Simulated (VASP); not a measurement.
A run of VASP 6.6.1 is set up as follows.

File INCAR:

```
ALGO = Normal
EDIFF = 1E-6
ENCUT = 700
GGA = PE
ISIF = 2
ISMEAR = 1
LASPH = T
LCHARG = T
LREAL = F
LVHAR = T
LWAVE = F
NELM = 80
PREC = Accurate
SIGMA = 0.1
```

File KPOINTS:

```
k-points
0
Gamma
  18 18 18
```

File POSCAR:

```
Pd                                      
1.0
    0.0000000000      1.9696716372      1.9696716372
    1.9696716372      0.0000000000      1.9696716372
    1.9696716372      1.9696716372     -0.0000000000
  Pd            
     1
Direct
     0.0000000000000000    0.0000000000000000    0.0000000000000000
```

Potentials or basis: VASP PAW PBE potentials, release 64 (Pd).

Run with:

```sh
$ cat potpaw_PBE.64/Pd/POTCAR > POTCAR
$ mpirun -np 1 vasp_std > vasp.out
```

Predict the band gap on the k mesh.

none (metal or under the smearing width).

Predict the pressure.

-0.1 GPa.
